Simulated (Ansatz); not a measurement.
Cu Kα1 powder pattern (kinematic, no thermal factors).
| 2θ (°) | relative intensity |
| --- | --- |
| 12.89 | 15 |
| 25.94 | 3 |
| 27.98 | 11 |
| 33.62 | 100 |
| 38.85 | 16 |
| 39.35 | 8 |
| 41.10 | 4 |
| 42.95 | 3 |
| 47.32 | 3 |
| 54.50 | 2 |
| 56.12 | 16 |
| 56.50 | 31 |
| 57.84 | 1 |
| 62.83 | 1 |
| 63.86 | 2 |
| 67.04 | 24 |
| 67.72 | 12 |
| 70.69 | 6 |
| 73.18 | 1 |
| 82.06 | 1 |
| 83.40 | 4 |
| 84.66 | 2 |

The pattern is computed from a structure relaxed with Ansatz 0.2.0, DFT PBE, scalar-relativistic, plane waves, PAW. No spin polarisation. Its elements are Mg, O, Zn.

**Question.** Give the structure.

**Answer.** MgZn2O3.
Space group I-4m2 (No. 119). a = 3.275 Å, b = 3.275 Å, c = 13.726 Å, α = 90.00°, β = 90.00°, γ = 90.00°
| atom | site | symmetry | x | y | z |
| --- | --- | --- | --- | --- | --- |
| Mg | 2b | -4m2 | 0.5000 | 0.5000 | 0.0000 |
| Zn | 4e | 2mm. | 0.5000 | 0.5000 | 0.3339 |
| O | 4f | 2mm. | 0.5000 | 0.0000 | 0.4182 |
| O | 2c | -4m2 | 0.0000 | 0.5000 | 0.2500 |

A pattern alone doesn't exclude other cells with like lines; this is the one computed.

It was reached by relaxing an invented guess, and it needn't be the stable form of this composition.
